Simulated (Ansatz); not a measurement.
# Cobalt, dhcp under PBEsol: from relaxation to bulk modulus, part 2 of 2

The plan for cobalt in the dhcp structure: relax it, solve it on a dense k-mesh, then scale the cell to 7 volumes from 88 to 112 % of the relaxed one and try a fit of the equation of state. The start is ferromagnetic. The k-meshes are 14×14×4 for the relaxation; 19×19×6 for the dense run; 16×16×5 for the volumes.

Ansatz 0.2.0; DFT, PBEsol, plane waves (420 eV) with PAW, scalar-relativistic.

## (5) Equation of state: 92 %

The input, input.yaml:

```yaml
crystal:
  lattice:
    - [2.3875650901, 0.0, 0.0]
    - [-1.1937825451, 2.0676920212, 0.0]
    - [0.0, 0.0, 7.7369786259]
  atoms:
    - { symbol: Co, position: [0.0, 0.0, 1.0], spin: 1.653 }
    - { symbol: Co, position: [0.0, 0.0, 0.5], spin: 1.653 }
    - { symbol: Co, position: [0.3333333333, 0.6666666667, 0.25], spin: 1.672 }
    - { symbol: Co, position: [0.6666666667, 0.3333333333, 0.75], spin: 1.672 }
hamiltonian:
  xc: pbesol
  pseudopotentials:
    kind: paw
    azcp:
      Co: "pseudopotentials/Co.paw.azcp"
basis:
  ecutwfc: 420
  fft_grid_basis: typed
kpoints:
  mp_grid: { grid: [16, 16, 5], shift: [0, 0, 0] }
magnetization:
  spin_polarized: true
scf:
  occupations: { method: fermi_dirac, width: 0.05 }
  lower_state_search: "off"
output:
  stress: true
```

Output, shortened:

```text
Warning: <dir> the record states the generating functional pbe (its physics header spells it `PBE`), which answers neither for hamiltonian.xc's functional nor for the pbesol family's — results may be inconsistent (PPs are generated against a specific XC)
Warning: RAYON_NUM_THREADS=2 ignored (pool sized by the plan → 2); use --threads N
[...]
Pseudopotentials: kind: paw
Pseudopotential: Co, paw, valence charge 17, recommended cutoff 420 eV (normal), <dir>
Functional definition: PBEsol
[...]
Crystal: 4 atoms, lattice volume = 38.196 Å³
Basis set: ecut = 420 eV, 721 PW (Γ)
Bands: 45, of which v1, the nominal top of the filled ones, is band 34 counted from 1 (33 counted from 0)
Symmetry: 24 space group operations
Space group: P63/mmc (ITA 194), of the structure as read, at distance tolerance 3.4e-5 Å
Magnetic group: BNS 194.263 (UNI 1493), of the structure as read, at distance tolerance 3.4e-5 Å
k-points: 90 of 1280
[...]
Starting moments: Σ|m| = 6.65 μB on 4 of 4 sites
[...]
SCF iter  16: F=-20371.708506 eV  HF=-20371.708506 eV  |F-HF|=3.78e-10  |Δ(HF+E_count)|=   6.12e-9  Δρ=9.29e-7 (↑6.46e-7 ↓9.29e-7)  dr2=4.91e-10  dr2_m=1.68e-10  M=6.138 μB ∫|m|=6.585 μB  ethr=1.22e-10  ⟨swp⟩=2.2  Hψ=22834  notcnv=0
[...]
SCF converged after 16 iterations
an eigenvalue changed by more than its tolerance at an iteration that met the thresholds in force, so the SCF went on 1 time: the last check found none over its tolerance
Magnetization: 6.1381 μB (37.0690 up, 30.9310 down)
Absolute magnetization: 6.5881 μB (∫|ρ↑−ρ↓|, with the PAW one-centre terms)
Spin contamination: 0.0728 ħ² per cell (⟨S²⟩ above its minimum at these occupations)
Per-site moments (μB) at R_I (Å): [(1.5744397533808112, 0.9797598435394924), (1.5744397533808105, 0.9797598435394922), (1.5982632987548158, 0.9797598435394924), (1.5982632987548155, 0.9797598435394922)]
Free energy (F): -20371.708506 eV
[...]
E sigma→0 (E₀):  -20371.694515 eV
Entropy (-TS):   -0.027982 eV (-6.995 meV/atom)
Fermi energy:    21.607709 eV
[...]
--- Stress (GPa, compression-positive) ---
       25.520470       0.000000       0.000000
        0.000000      25.520470       0.000000
        0.000000       0.000000      25.631301
  P = ⅓ Tr σ = 25.5574 GPa (255.574 kbar)
```

It took 9.2 s on 2 threads of Intel Xeon Platinum 8559C (Emerald Rapids), shared host; peak memory 0.57 GiB.

## (6) Equation of state: 96 %

input.yaml: that of step 5 with these lines changed.

```diff
@@ -2,5 +2,5 @@
   lattice:
-    - [2.3875650901, 0.0, 0.0]
-    - [-1.1937825451, 2.0676920212, 0.0]
-    - [0.0, 0.0, 7.7369786259]
+    - [2.4216777716, 0.0, 0.0]
+    - [-1.2108388858, 2.09723447, 0.0]
+    - [0.0, 0.0, 7.847521827]
   atoms:
```

Output, shortened:

```text
Warning: <dir> the record states the generating functional pbe (its physics header spells it `PBE`), which answers neither for hamiltonian.xc's functional nor for the pbesol family's — results may be inconsistent (PPs are generated against a specific XC)
Warning: RAYON_NUM_THREADS=2 ignored (pool sized by the plan → 2); use --threads N
[...]
Pseudopotentials: kind: paw
Pseudopotential: Co, paw, valence charge 17, recommended cutoff 420 eV (normal), <dir>
Functional definition: PBEsol
[...]
Crystal: 4 atoms, lattice volume = 39.856 Å³
Basis set: ecut = 420 eV, 741 PW (Γ)
Bands: 45, of which v1, the nominal top of the filled ones, is band 34 counted from 1 (33 counted from 0)
Symmetry: 24 space group operations
Space group: P63/mmc (ITA 194), of the structure as read, at distance tolerance 3.4e-5 Å
Magnetic group: BNS 194.263 (UNI 1493), of the structure as read, at distance tolerance 3.4e-5 Å
k-points: 90 of 1280
[...]
Starting moments: Σ|m| = 6.65 μB on 4 of 4 sites
[...]
spin-set hold released at iteration 8 (site moments contracting): the magnetisation degrees of freedom join the quasi-Newton model from the next iteration; the mixer history was flushed
[...]
SCF iter  17: F=-20371.897873 eV  HF=-20371.897873 eV  |F-HF|=2.99e-9  |Δ(HF+E_count)|=   1.11e-8  Δρ=3.08e-6 (↑2.18e-6 ↓3.08e-6)  dr2=3.44e-9  dr2_m=1.15e-9  M=6.257 μB ∫|m|=6.744 μB  ethr=1.47e-10  ⟨swp⟩=2.2  Hψ=22758  notcnv=0
[...]
SCF converged after 17 iterations
Magnetization: 6.2569 μB (37.1284 up, 30.8716 down)
Absolute magnetization: 6.7468 μB (∫|ρ↑−ρ↓|, with the PAW one-centre terms)
Spin contamination: 0.0813 ħ² per cell (⟨S²⟩ above its minimum at these occupations)
Per-site moments (μB) at R_I (Å): [(1.610768928162264, 0.9937583040024166), (1.6107689281622641, 0.9937583040024164), (1.6310296282035135, 0.9937583040024166), (1.6310296282035144, 0.9937583040024164)]
Free energy (F): -20371.897873 eV
[...]
E sigma→0 (E₀):  -20371.883793 eV
Entropy (-TS):   -0.028160 eV (-7.040 meV/atom)
Fermi energy:    20.554741 eV
[...]
--- Stress (GPa, compression-positive) ---
       11.371440       0.000000       0.000000
        0.000000      11.371440       0.000000
        0.000000       0.000000      11.792484
  P = ⅓ Tr σ = 11.5118 GPa (115.118 kbar)
```

It took 8.8 s on 2 threads of Intel Xeon Platinum 8559C (Emerald Rapids), shared host; peak memory 0.57 GiB.

## (7) Equation of state: 100 %

input.yaml: that of step 6 with these lines changed.

```diff
@@ -2,5 +2,5 @@
   lattice:
-    - [2.4216777716, 0.0, 0.0]
-    - [-1.2108388858, 2.09723447, 0.0]
-    - [0.0, 0.0, 7.847521827]
+    - [2.4548555625, 0.0, 0.0]
+    - [-1.2274277813, 2.1259672797, 0.0]
+    - [0.0, 0.0, 7.9550354861]
   atoms:
```

Output, shortened:

```text
Warning: <dir> the record states the generating functional pbe (its physics header spells it `PBE`), which answers neither for hamiltonian.xc's functional nor for the pbesol family's — results may be inconsistent (PPs are generated against a specific XC)
Warning: RAYON_NUM_THREADS=2 ignored (pool sized by the plan → 2); use --threads N
[...]
Pseudopotentials: kind: paw
Pseudopotential: Co, paw, valence charge 17, recommended cutoff 420 eV (normal), <dir>
Functional definition: PBEsol
[...]
Crystal: 4 atoms, lattice volume = 41.517 Å³
Basis set: ecut = 420 eV, 765 PW (Γ)
Bands: 45, of which v1, the nominal top of the filled ones, is band 34 counted from 1 (33 counted from 0)
Symmetry: 24 space group operations
Space group: P63/mmc (ITA 194), of the structure as read, at distance tolerance 3.5e-5 Å
Magnetic group: BNS 194.263 (UNI 1493), of the structure as read, at distance tolerance 3.5e-5 Å
k-points: 90 of 1280
[...]
Starting moments: Σ|m| = 6.65 μB on 4 of 4 sites
[...]
SCF iter  17: F=-20371.956678 eV  HF=-20371.956678 eV  |F-HF|=3.03e-9  |Δ(HF+E_count)|=   2.23e-9  Δρ=2.06e-6 (↑7.36e-7 ↓2.06e-6)  dr2=3.10e-9  dr2_m=1.74e-10  M=6.347 μB ∫|m|=6.878 μB  ethr=1.07e-10  ⟨swp⟩=1.8  Hψ=18003  notcnv=0
[...]
SCF converged after 17 iterations
an eigenvalue changed by more than its tolerance at an iteration that met the thresholds in force, so the SCF went on 1 time: the last check found none over its tolerance
Magnetization: 6.3470 μB (37.1735 up, 30.8265 down)
Absolute magnetization: 6.8808 μB (∫|ρ↑−ρ↓|, with the PAW one-centre terms)
Spin contamination: 0.0898 ħ² per cell (⟨S²⟩ above its minimum at these occupations)
Per-site moments (μB) at R_I (Å): [(1.6386540942423373, 1.00737312328218), (1.6386540942423382, 1.0073731232821799), (1.6580878538753083, 1.00737312328218), (1.6580878538753083, 1.0073731232821799)]
Free energy (F): -20371.956678 eV
[...]
E sigma→0 (E₀):  -20371.942396 eV
Entropy (-TS):   -0.028563 eV (-7.141 meV/atom)
Fermi energy:    19.586577 eV
[...]
--- Stress (GPa, compression-positive) ---
        0.115306       0.000000       0.000000
        0.000000       0.115306       0.000000
        0.000000       0.000000       0.544671
  P = ⅓ Tr σ = 0.2584 GPa (2.584 kbar)
```

It took 9.9 s on 2 threads of Intel Xeon Platinum 8559C (Emerald Rapids), shared host; peak memory 0.58 GiB.

## (8) Equation of state: 104 %

input.yaml: that of step 7 with these lines changed.

```diff
@@ -2,5 +2,5 @@
   lattice:
-    - [2.4548555625, 0.0, 0.0]
-    - [-1.2274277813, 2.1259672797, 0.0]
-    - [0.0, 0.0, 7.9550354861]
+    - [2.4871599982, 0.0, 0.0]
+    - [-1.2435799991, 2.1539437417, 0.0]
+    - [0.0, 0.0, 8.0597190104]
   atoms:
```

Output, shortened:

```text
Warning: <dir> the record states the generating functional pbe (its physics header spells it `PBE`), which answers neither for hamiltonian.xc's functional nor for the pbesol family's — results may be inconsistent (PPs are generated against a specific XC)
Warning: RAYON_NUM_THREADS=2 ignored (pool sized by the plan → 2); use --threads N
[...]
Pseudopotentials: kind: paw
Pseudopotential: Co, paw, valence charge 17, recommended cutoff 420 eV (normal), <dir>
Functional definition: PBEsol
[...]
Crystal: 4 atoms, lattice volume = 43.178 Å³
Basis set: ecut = 420 eV, 813 PW (Γ)
Bands: 45, of which v1, the nominal top of the filled ones, is band 34 counted from 1 (33 counted from 0)
Symmetry: 24 space group operations
Space group: P63/mmc (ITA 194), of the structure as read, at distance tolerance 3.5e-5 Å
Magnetic group: BNS 194.263 (UNI 1493), of the structure as read, at distance tolerance 3.5e-5 Å
k-points: 90 of 1280
[...]
Starting moments: Σ|m| = 6.65 μB on 4 of 4 sites
[...]
SCF iter  17: F=-20371.911358 eV  HF=-20371.911358 eV  |F-HF|=5.05e-9  |Δ(HF+E_count)|=   1.24e-8  Δρ=2.48e-6 (↑1.62e-6 ↓2.48e-6)  dr2=5.69e-9  dr2_m=2.36e-10  M=6.444 μB ∫|m|=7.018 μB  ethr=1.04e-10  ⟨swp⟩=1.9  Hψ=22939  notcnv=0
[...]
SCF converged after 17 iterations
an eigenvalue changed by more than its tolerance at an iteration that met the thresholds in force, so the SCF went on 1 time: the last check found none over its tolerance
Magnetization: 6.4436 μB (37.2218 up, 30.7782 down)
Absolute magnetization: 7.0200 μB (∫|ρ↑−ρ↓|, with the PAW one-centre terms)
Spin contamination: 0.0990 ħ² per cell (⟨S²⟩ above its minimum at these occupations)
Per-site moments (μB) at R_I (Å): [(1.667754174242318, 1.020629553010443), (1.6677541742423176, 1.0206295530104426), (1.6866198459445525, 1.020629553010443), (1.686619845944553, 1.0206295530104426)]
Free energy (F): -20371.911358 eV
[...]
E sigma→0 (E₀):  -20371.895973 eV
Entropy (-TS):   -0.030771 eV (-7.693 meV/atom)
Fermi energy:    18.691922 eV
[...]
--- Stress (GPa, compression-positive) ---
       -8.697270       0.000000       0.000000
        0.000000      -8.697270       0.000000
        0.000000       0.000000      -8.453287
  P = ⅓ Tr σ = -8.6159 GPa (-86.159 kbar)
```

It took 10 s on 2 threads of Intel Xeon Platinum 8559C (Emerald Rapids), shared host; peak memory 0.59 GiB.

## (9) Equation of state: 108 %

input.yaml: that of step 8 with these lines changed.

```diff
@@ -2,5 +2,5 @@
   lattice:
-    - [2.4871599982, 0.0, 0.0]
-    - [-1.2435799991, 2.1539437417, 0.0]
-    - [0.0, 0.0, 8.0597190104]
+    - [2.5186463787, 0.0, 0.0]
+    - [-1.2593231894, 2.1812117471, 0.0]
+    - [0.0, 0.0, 8.1617516017]
   atoms:
```

Output, shortened:

```text
Warning: <dir> the record states the generating functional pbe (its physics header spells it `PBE`), which answers neither for hamiltonian.xc's functional nor for the pbesol family's — results may be inconsistent (PPs are generated against a specific XC)
Warning: RAYON_NUM_THREADS=2 ignored (pool sized by the plan → 2); use --threads N
[...]
Pseudopotentials: kind: paw
Pseudopotential: Co, paw, valence charge 17, recommended cutoff 420 eV (normal), <dir>
Functional definition: PBEsol
[...]
Crystal: 4 atoms, lattice volume = 44.838 Å³
Basis set: ecut = 420 eV, 885 PW (Γ)
Bands: 45, of which v1, the nominal top of the filled ones, is band 34 counted from 1 (33 counted from 0)
Symmetry: 24 space group operations
Space group: P63/mmc (ITA 194), of the structure as read, at distance tolerance 3.6e-5 Å
Magnetic group: BNS 194.263 (UNI 1493), of the structure as read, at distance tolerance 3.6e-5 Å
k-points: 90 of 1280
[...]
Starting moments: Σ|m| = 6.65 μB on 4 of 4 sites
[...]
spin-set hold released at iteration 9 (site moments contracting): the magnetisation degrees of freedom join the quasi-Newton model from the next iteration; the mixer history was flushed
[...]
SCF iter  17: F=-20371.785176 eV  HF=-20371.785176 eV  |F-HF|=8.84e-9  |Δ(HF+E_count)|=   5.94e-9  Δρ=2.97e-6 (↑2.97e-6 ↓2.64e-6)  dr2=9.87e-9  dr2_m=5.30e-10  M=6.590 μB ∫|m|=7.202 μB  ethr=1.47e-10  ⟨swp⟩=3.1  Hψ=21228  notcnv=0
[...]
SCF converged after 17 iterations
Magnetization: 6.5901 μB (37.2950 up, 30.7050 down)
Absolute magnetization: 7.2037 μB (∫|ρ↑−ρ↓|, with the PAW one-centre terms)
Spin contamination: 0.1090 ħ² per cell (⟨S²⟩ above its minimum at these occupations)
Per-site moments (μB) at R_I (Å): [(1.7084943811939746, 1.0335502860918953), (1.7084943811939746, 1.0335502860918953), (1.7268590092832738, 1.0335502860918953), (1.7268590092832738, 1.0335502860918953)]
Free energy (F): -20371.785176 eV
[...]
E sigma→0 (E₀):  -20371.768599 eV
Entropy (-TS):   -0.033153 eV (-8.288 meV/atom)
Fermi energy:    17.860431 eV
[...]
--- Stress (GPa, compression-positive) ---
      -15.377446       0.000000       0.000000
        0.000000     -15.377446       0.000000
        0.000000       0.000000     -15.505574
  P = ⅓ Tr σ = -15.4202 GPa (-154.202 kbar)
```

Wall time 10 s (2 threads of Intel Xeon Platinum 8559C (Emerald Rapids), shared host); peak memory 0.59 GiB.

## (10) Equation of state: 112 %

input.yaml: that of step 9 with these lines changed.

```diff
@@ -2,5 +2,5 @@
   lattice:
-    - [2.5186463787, 0.0, 0.0]
-    - [-1.2593231894, 2.1812117471, 0.0]
-    - [0.0, 0.0, 8.1617516017]
+    - [2.5493646058, 0.0, 0.0]
+    - [-1.2746823029, 2.2078145121, 0.0]
+    - [0.0, 0.0, 8.2612949683]
   atoms:
@@ -28 +28,5 @@
   stress: true
+  write_density: true
+  write_potential: true
+  elf: true
+  volumetric_format: npy
```

Output, shortened:

```text
Warning: <dir> the record states the generating functional pbe (its physics header spells it `PBE`), which answers neither for hamiltonian.xc's functional nor for the pbesol family's — results may be inconsistent (PPs are generated against a specific XC)
Warning: RAYON_NUM_THREADS=2 ignored (pool sized by the plan → 2); use --threads N
[...]
Pseudopotentials: kind: paw
Pseudopotential: Co, paw, valence charge 17, recommended cutoff 420 eV (normal), <dir>
Functional definition: PBEsol
[...]
Crystal: 4 atoms, lattice volume = 46.499 Å³
Basis set: ecut = 420 eV, 921 PW (Γ)
Bands: 45, of which v1, the nominal top of the filled ones, is band 34 counted from 1 (33 counted from 0)
Symmetry: 24 space group operations
Space group: P63/mmc (ITA 194), of the structure as read, at distance tolerance 3.6e-5 Å
Magnetic group: BNS 194.263 (UNI 1493), of the structure as read, at distance tolerance 3.6e-5 Å
k-points: 90 of 1280
[...]
Starting moments: Σ|m| = 6.65 μB on 4 of 4 sites
[...]
SCF iter  17: F=-20371.596859 eV  HF=-20371.596859 eV  |F-HF|=6.75e-9  |Δ(HF+E_count)|=   5.17e-9  Δρ=3.23e-6 (↑2.78e-6 ↓3.23e-6)  dr2=9.49e-9  dr2_m=1.22e-10  M=6.756 μB ∫|m|=7.396 μB  ethr=1.47e-10  ⟨swp⟩=9.1  Hψ=49764  notcnv=0
[...]
SCF converged after 17 iterations
Magnetization: 6.7561 μB (37.3780 up, 30.6220 down)
Absolute magnetization: 7.3979 μB (∫|ρ↑−ρ↓|, with the PAW one-centre terms)
Spin contamination: 0.1185 ħ² per cell (⟨S²⟩ above its minimum at these occupations)
Per-site moments (μB) at R_I (Å): [(1.7538824670362605, 1.0461558001961058), (1.75388246703626, 1.0461558001961058), (1.7703640802221041, 1.046155800196106), (1.770364080222105, 1.0461558001961058)]
Free energy (F): -20371.596859 eV
[...]
E sigma→0 (E₀):  -20371.579869 eV
Entropy (-TS):   -0.033980 eV (-8.495 meV/atom)
Fermi energy:    17.085425 eV
[...]
--- Stress (GPa, compression-positive) ---
      -20.611170       0.000000       0.000000
        0.000000     -20.611170       0.000000
        0.000000       0.000000     -20.886300
  P = ⅓ Tr σ = -20.7029 GPa (-207.029 kbar)
--- Band table (eV; the first three rows and the last of 180) ---
[...]
```

Run time: 12 s. Hardware: 2 threads of Intel Xeon Platinum 8559C (Emerald Rapids), shared host; peak memory 0.6 GiB.

## (11) Fitting the volumes

The cell was scaled evenly, with its shape and the fractional positions fixed.

```
V (Å³/atom)  E − E₀ (meV/atom)  P from the stress (GPa)  P from the fit (GPa)  largest moment (μB)
      9.134              150.1                    43.15                 43.61                 1.56
      9.549               61.7                    25.56                 25.55                 1.60
      9.964               14.4                    11.51                 11.37                 1.63
     10.379               -0.3                     0.26                  0.20                 1.66
     10.794               11.4                    -8.62                 -8.60                 1.69
     11.210               43.2                   -15.42                -15.52                 1.73
     11.625               90.4                   -20.70                -20.97                 1.77
```

Fit (Birch-Murnaghan, third order): V₀ = 10.388 Å³/atom, B₀ = 246 GPa, B₀′ = 5.0, largest residual 0.26 meV/atom.

## (12) Results

What follows sums up all 2 parts.

| quantity | value |
| --- | --- |
| space group (spins left aside) | P6_3/mmc (No. 194) |
| conventional cell | a = 2.455 Å, c = 7.955 Å (c/a = 3.241) |
| volume | 10.379 Å³/atom |
| shortest distance | 2.442 Å |
| gap on the mesh | none (levels filled in part) |
| magnetic state | ferromagnetic, up to 1.67 μB per atom |
| relative to hcp, ferromagnetic | +8 meV/atom |
| V₀, B₀, B₀′ | 10.388 Å³/atom, 246 GPa, 5.0 |

What this shows: The relaxation shrank the cell by 6.3 % in volume. Against the reference form of cobalt (hcp, ferromagnetic, computed apart with the same settings) it stands 8 meV/atom higher. The final state is ferromagnetic (largest moment 1.67 μB). No gap shows: it is a metal or semimetal at this level. B₀ comes out at 246 GPa; letting shape and positions relax at each volume could only lower it. The symmetry was held, so the structure may be unstable against distortions that break it.
